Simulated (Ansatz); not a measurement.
Crystal: AlCo3.

```
Co Al
1.0
     3.57495    0.00000    0.00000
     0.00000    3.57495    0.00000
     0.00000    0.00000    3.57495
Co Al
3 1
Direct
  0.00000 0.50000 0.50000
  0.50000 0.00000 0.50000
  0.50000 0.50000 0.00000
  0.00000 0.00000 0.00000
```

The cell comes from a database or a generator and needn't be the stable form of this composition.

* Program: Ansatz 0.2.0
* Task: single point
* Functional: PBEsol
* Potentials or basis: all-electron LAPW, scalar-relativistic
* Cutoff: 297 eV (chosen from the basis error)
* Basis error allowed: 0.001 eV/atom
* k mesh: 8 × 8 × 8
* Occupations: fermi-dirac, width 0.05 eV
* Spin: collinear spin, ferromagnetic start
* Starting moments: [2.0, 2.0, 2.0, 0.0] μB

On this cell: pressure -7.5 GPa; largest force zero by symmetry; net moment 3.86 μB per cell; site moments Co +1.34; Al -0.08 μB; band gap on the k mesh none (metal or under the smearing width).

The same run follows on a disturbed copy (atoms moved at random, drawn with an rms of 0.05 Å):

```xyz
4
Lattice="3.5749 0.0000 0.0000 0.0000 3.5749 0.0000 0.0000 0.0000 3.5749" Properties=species:S:1:pos:R:3 pbc="T T T"
Co   -0.0589    1.7935    1.8100
Co    1.8247   -0.0163    1.7971
Co    1.7773    1.7787    0.0053
Al   -0.0070   -0.0032    0.0560
```

**Question.** What changes?

**Answer.** The energy (extrapolated to zero smearing) moves by +6.1 meV/atom; pressure -7.1 GPa; largest force 0.460 eV/Å; net moment 3.85 μB per cell; site moments Co +1.35, +1.34; Al -0.07 μB; band gap on the k mesh none (metal or under the smearing width).

Forces on the atoms (eV/Å):
```
Co   0.288 -0.093  0.117
Co  -0.409  0.062  0.202
Co  -0.099  0.007  0.020
Al   0.220  0.025 -0.338
```

Stress tensor (GPa, compression positive):
```
-7.18 -0.07 -0.23
-0.07 -6.99 -0.05
-0.23 -0.05 -7.03
```
